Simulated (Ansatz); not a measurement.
ZnO (P6_3mc): effective masses from band slopes

Level of theory: r²SCAN, PAW on Ansatz 0.2.0's default frozen-core files (fitted under PBE), scalar-relativistic.

Cell and atoms were relaxed beforehand by PAW with this functional.

The run reads the converged density of an earlier one (folder ck) and closes the SCF again from it before it solves the listed points.

Command line:

```sh
ansatz run input.yaml --threads 2 --pin off --max-ram 6144MiB --backend cpu --events-out ev --progress --plain --runs-dir out
```

Input:

```yaml
crystal:
  lattice:
    - [3.23519756353, 0.0, 0.0]
    - [-1.61759878177, 2.80176327628, 0.0]
    - [0.0, 0.0, 5.21142283495]
  atoms:
    - { symbol: Zn, position: [0.333333333333, 0.666666666667, 0.499692381518] }
    - { symbol: Zn, position: [0.666666666667, 0.333333333333, -0.000307618482] }
    - { symbol: O, position: [0.666666666667, 0.333333333333, 0.379317618482] }
    - { symbol: O, position: [0.333333333333, 0.666666666667, 0.879317618482] }
kpoints:
  mp_grid: { grid: [8, 8, 4] }
scf:
  occupations: { method: fixed }
hamiltonian:
  xc: r2scan
  pseudopotentials: { kind: paw }
output:
  eigenstates:
    kpoints:
      - [0.0, 0.0, 0.0]
      - [0.002574488, -0.001287244, 0.0]
      - [0.005148977, -0.002574488, 0.0]
      - [0.010297954, -0.005148977, 0.0]
      - [0.0, 0.002229572, 0.0]
      - [0.0, 0.004459145, 0.0]
      - [0.0, 0.008918289, 0.0]
      - [0.0, 0.0, 0.004147119]
      - [0.0, 0.0, 0.008294237]
      - [0.0, 0.0, 0.016588474]
      - [0.001820438, 0.000666327, 0.0]
      - [0.003640876, 0.001332653, 0.0]
      # ... 28 further points ...
      - [0.0, 0.006306183, 0.011729823]
      - [0.001486382, 0.000544053, 0.00239434]
      - [0.002972763, 0.001088107, 0.00478868]
      - [0.005945526, 0.002176214, 0.00957736]
    de_dk: true
    e_range: [-3, 4.237448299597]
checkpoint:
  read: ck
```

The program printed:

```
Warning: RAYON_NUM_THREADS=2 ignored (pool sized by the plan → 2); use --threads N
Engine: ansatz 0.2.0, aarch64-unknown-linux-gnu
Pseudopotentials: kind: paw
Pseudopotential: Zn, paw, valence charge 12, recommended cutoff 500 eV (meta_gga), Zn.paw.azcp
Pseudopotential: O, paw, valence charge 6, recommended cutoff 500 eV (meta_gga), O.paw.azcp
Functional definition: r2SCAN
  parameter k0 = 0.174
  parameter k1 = 0.065
  parameter a1 = 4.9479
  exchange = r2scan_x(k0 = k0, k1 = k1, a1 = a1)
  correlation = r2scan_c
Crystal: 4 atoms, lattice volume = 47.238 Å³
Basis set: ecut = 500 eV, 1165 PW (Γ), exchange–correlation on 96×96×160 points (64 copies of the dense FFT grid, shifted against one another)
Bands: 22, of which v1, the nominal top of the filled ones, is band 18 counted from 1 (17 counted from 0)
Symmetry: 12 space group operations
Space group: P63mc (ITA 186), of the structure as read, at distance tolerance 3.6e-5 Å
k-points: 30 of 256 (time reversal used)
Non-local potential: Zn, projectors of the file, l = 0: 2, l = 1: 2, l = 2: 3, l = 3: 1
Non-local potential: O, projectors of the file, l = 0: 2, l = 1: 2, l = 2: 1
[... 13 lines left out ...]
SCF iter   2: F=—  HF=-7789.852600 eV  |F-HF|=—  |Δ(HF+E_count)|=   1.54e-6  Δρ=5.57e-7  dr2=1.13e-10  dr2_τ=1.86e-11  ethr=1.00e-12  ⟨swp⟩=3.1  Hψ=1634  notcnv=0  defer=31
SCF iter   3: F=—  HF=-7789.852600 eV  |F-HF|=—  |Δ(HF+E_count)|=  3.00e-11  Δρ=2.48e-7  dr2=2.42e-11  dr2_τ=1.53e-12  ethr=1.00e-12  ⟨swp⟩=1.0  Hψ=660  notcnv=0  defer=31
SCF iter   4: F=-7789.852600 eV  HF=-7789.852600 eV  |F-HF|=6.37e-12  |Δ(HF+E_count)|=  1.82e-12  Δρ=1.42e-7  dr2=8.61e-12  dr2_τ=4.40e-13  ethr=1.00e-12  ⟨swp⟩=4.3  Hψ=1988  notcnv=0
SCF 1 converged in 4 iterations: F = -7789.852600 eV  dr2 = 8.61e-12
  greatest PAW one-centre occupation: 0.987 electrons in one spin orbital (limit 2), on the Zn atom at site 1 (counted from 0), in its partial waves of l = 2
NSCF: frozen V_eff on 44 k-points
SCF converged after 4 iterations
Free energy (F): -7789.852600 eV
Harris-Foulkes:  -7789.852600 eV  (|F-HF|=6.37e-12)
Internal energy: -7789.852600 eV  (E = F + TS)
E sigma→0 (E₀):  -7789.852600 eV
Fermi energy:    6.969445 eV
--- Per-component energies (eV) ---
  E_band       = 49.667190
  E_kinetic    = 612.817919
  E_local      = -4005.941673  (includes V_loc(G=0)·N_el)
  E_nonlocal   = 1342.607528
  E_hartree    = 1653.195009
  E_xc         = -392.761517
  E_vxc        = -315.763420  (∫ρ·V_xc dr)
  E_paw        = -4029.076599  (= ΣΔE_a)
  E_vpaw       = -909.591895  (= ΣTr[D̂ρ^β])
  E_aug_tail   = 0.001863  (compensation charges beyond the density's cutoff)
  E_vtau       = 19.146921  (kinetic-family band-sum trace: ∫τ·v_τ [+ j·A + Jᵃ·Aᵃ] dr)
  E_ewald      = -2970.266012
  E_core_change = -0.429119  (= ΣΔE_core)
  E_smearing   = -0.000000  (= −TS)
  E_closure    = 0.000000  (closes the sum)
  Σ components = -7789.852600   (vs F -7789.852600, Δ=0.00e0)
```

The calculation finished and met its thresholds.

Head of eigenstates.tsv:

```
# spin	ik	k_frac_1	k_frac_2	k_frac_3	k_cart_x_inv_ang	k_cart_y_inv_ang	k_cart_z_inv_ang	n_plane_waves	band	set	set_size	e_ev	residual_ev	de_dk_x_ev_times_ang	de_dk_y_ev_t
# format = ansatz-eigenstates/6
# source = listed_points
# n_kpoints = 44
# n_rows = 264
# fermi_ev = 6.969445377241432e0
# fermi_mp_grid = 8 8 4
# fermi_mp_shift = 0 0 0
# fermi_n_kpoints = 30
# fermi_n_bands = 22
# fermi_largest_filled_residual_ev = 6.010825738352256e-7
# vbm_ev = 6.969445377241432e0
# cbm_ev = 8.206893483639087e0
# band_edge_residuals_ev = 2.975683799349455e-7 7.099217735903063e-5
# n_electrons = 3.6e1
# occupation_method = fixed
# xc_rung = meta_gga
# e_minus_fermi_range_ev = -3e0 4.237448299597e0
# overlap = augmented
# smooth_dims = 24 24 40
# scf_smooth_dims = 24 24 40
# fft_grid_basis = 1 0 0 0 1 0 0 0 1
# xc_grid = 4
# n_bands_solved = 26
# n_bands_printed_max = 22
# set_resolution_ev = 4.312721469754048e-6
# degenerate_levels = group_imposed
```

Band extrema:

Band extrema of a crystal from Kohn-Sham levels and slopes, searched on the fine mesh and refined; masses in electron masses from slopes a step away, negative for holes; Cartesian axes as in the input; principal masses of single bands.

| Quantity | Value |
| --- | --- |
| Fine mesh | 12, 12, 6 |
| Band gap | 1.237 eV |
| Least direct gap on mesh | 1.237 eV |

```csv
side,point,k a (r.l.u.),k b (r.l.u.),k c (r.l.u.),valleys,level (eV over the valence top),mass light (mₑ),mass middle (mₑ),mass heavy (mₑ)
conduction,Gamma,0,0,0,1,1.237,0.1882,0.1898,0.1898
valence,Gamma,0,0,0,1,0,–,–,–
```

Masses along directions:

Branches counted from each extremum; the finite step makes the lightest masses up to 3 per cent heavy.

| Property | Result |
| --- | --- |
| Fine mesh | 12, 12, 6 |

```csv
side,point,k a (r.l.u.),k b (r.l.u.),k c (r.l.u.),direction,number,level from its edge (eV),band mass (mₑ)
conduction,Gamma,0,0,0,x,1,0,0.1898
conduction,Gamma,0,0,0,y,1,0,0.1898
conduction,Gamma,0,0,0,z,1,0,0.1881
conduction,Gamma,0,0,0,x+y,1,0,0.1898
conduction,Gamma,0,0,0,x+z,1,0,0.189
conduction,Gamma,0,0,0,y+z,1,0,0.189
conduction,Gamma,0,0,0,x+y+z,1,0,0.1893
valence,Gamma,0,0,0,x,1,0,-2.539
valence,Gamma,0,0,0,x,2,0,-0.218
valence,Gamma,0,0,0,x,3,-0.096,-2.712
valence,Gamma,0,0,0,y,1,0,-2.539
valence,Gamma,0,0,0,y,2,0,-0.218
valence,Gamma,0,0,0,y,3,-0.096,-2.712
valence,Gamma,0,0,0,z,1,0,-2.834
valence,Gamma,0,0,0,z,2,0,-2.834
valence,Gamma,0,0,0,z,3,-0.096,-0.2134
valence,Gamma,0,0,0,x+y,1,0,-2.539
valence,Gamma,0,0,0,x+y,2,0,-0.218
valence,Gamma,0,0,0,x+y,3,-0.096,-2.712
valence,Gamma,0,0,0,x+z,1,0,-2.678
valence,Gamma,0,0,0,x+z,2,0,-0.406
valence,Gamma,0,0,0,x+z,3,-0.096,-0.3945
valence,Gamma,0,0,0,y+z,1,0,-2.678
valence,Gamma,0,0,0,y+z,2,0,-0.406
valence,Gamma,0,0,0,y+z,3,-0.096,-0.3945
valence,Gamma,0,0,0,x+y+z,1,0,-2.63
valence,Gamma,0,0,0,x+y+z,2,0,-0.3156
valence,Gamma,0,0,0,x+y+z,3,-0.096,-0.551
```

Keep in mind: frozen-core PAW files fitted under PBE, their cores solved anew for the functional of the run; semilocal gaps are low, and what follows the gap (onsets, screening, light masses) shifts with it; without spin-orbit coupling, bands that meet at the valence top are not the light and heavy holes of experiment.

It took 6.2 s on 2 threads of Arm Neoverse V2, on a shared host, peak memory 0.4 GiB.
